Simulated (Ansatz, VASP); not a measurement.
AlN in VASP and in Ansatz

```
CELL_PARAMETERS angstrom
0.00000 2.18399 2.18399
2.18399 0.00000 2.18399
2.18399 2.18399 0.00000
ATOMIC_POSITIONS crystal
Al 0.03434 0.96566 0.96566
N 0.75000 0.75000 0.75000
```

Alike in both runs: task single point; functional PBE; k mesh 10 × 10 × 10; occupations gaussian, width 0.05 eV; no spin polarisation.

|  | VASP | Ansatz |
| --- | --- | --- |
| version | VASP 6.6.1 | Ansatz 0.2.0 |
| potentials or method | VASP PAW PBE potentials, release 64 (Al, N) | scalar-relativistic, plane waves, PAW |
| plane-wave cutoff (eV) | 520 | 420 |
| valence electrons in the cell | 8 | 8 |

Ansatz gave:

```
gap on the k mesh at the Fermi level (eV)       : 2.94
least direct gap on the mesh (eV)               : 3.77
pressure (GPa)                                  : 7.6
largest component of the traceless stress (GPa) : 11.00
rms of the force components (eV/Å)              : 1.239
```

Estimate VASP's values.

gap on the k mesh at the Fermi level (eV): 2.93; least direct gap on the mesh (eV): 3.78; pressure (GPa): 7.4; largest component of the traceless stress (GPa): 11.07; rms of the force components (eV/Å): 1.244.

Atom by atom the forces differ by 0.004 eV/Å (rms over components).

Caveats: forces of over 1 eV/Å show positions far from the minimum, so gaps and moduli don't describe the material at rest. A k mesh can miss the band edges.
